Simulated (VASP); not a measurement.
TiTe2: single point with PBE

Crystal: TiTe2.

```xyz
3
Lattice="3.7770 0.0000 0.0000 -1.8885 3.2710 0.0000 0.0000 0.0000 6.4980" Properties=species:S:1:pos:R:3 pbc="T T T"
Ti    0.0000    0.0000    0.0000
Te    1.8885    1.0903    1.7077
Te    0.0000    2.1807    4.7903
```

| Property | Result |
| --- | --- |
| Program | VASP 6.6.1 |
| Task | single point |
| Functional | PBE |
| Potentials or basis | VASP PAW PBE potentials, release 64 (Ti_sv, Te) |
| Cutoff | 520 eV |
| k mesh | 9 × 9 × 5 |
| Occupations | fermi-dirac, width 0.05 eV |
| Spin | no spin polarisation |

The pressure is 0.9 GPa and the largest force is 0.034 eV/Å. The band gap on the k mesh is none (metal or under the smearing width).

Forces in eV/Å, atoms in the order of the input:
```
Ti   0.000  0.000  0.000
Te   0.000  0.000  0.034
Te   0.000  0.000 -0.034
```

Stress tensor (GPa, compression positive):
```
0.62 0.00 0.00
0.00 0.62 0.00
0.00 0.00 1.46
```

Levels at points of the mesh, in eV from the Fermi level:
```tsv
k point	band 9	band 10	band 11	band 12	band 13	band 14	band 15	band 16
(0.00, 0.00, 0.00)	-1.68	0.35	0.39	0.39	0.58	1.07	1.07	3.06
```

Wall time 21 s on 4 MPI ranks on Intel(R) Xeon(R) Platinum 8488C (Sapphire Rapids) (shared host), peak memory 0.22 GiB a rank.

Caveat: this functional lacks dispersion, which binds the layers, so the pressure and a relaxed spacing across them are unreliable. Spin-orbit coupling is left out, which matters for the levels of Te.
